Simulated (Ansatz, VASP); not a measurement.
Two plane-wave programs on Zn

```
Zn
1.0
     0.00000    1.91922    1.91922
     1.91922    0.00000    1.91922
     1.91922    1.91922    0.00000
Zn
1
Direct
  0.00000 0.00000 0.00000
```

Alike in both runs: functional PBEsol; k mesh 18 × 18 × 18; occupations gaussian, width 0.1 eV; no spin polarisation.

Ansatz relaxed the structure, and its values are those at the end. VASP's run is a single point on that final structure, the one shown.

|  | VASP | Ansatz |
| --- | --- | --- |
| version | VASP 6.6.1 | Ansatz 0.2.0 |
| potentials or method | VASP PAW PBE potentials, release 64 (Zn) | scalar-relativistic, plane waves, PAW |
| plane-wave cutoff (eV) | 520 | 420 |
| valence electrons in the cell | 12 | 12 |

|  | VASP | Ansatz | Ansatz less VASP |
| --- | --- | --- | --- |
| gap on the k mesh at the Fermi level (eV) | none | none | - |
| pressure (GPa) | 0.4 | 0.0 | -0.49 |

A gap of «none» marks a metal or a gap that the smearing closes.

Caveats: the PAW data sets were made with another functional, which shifts forces and pressure a little (VASP).
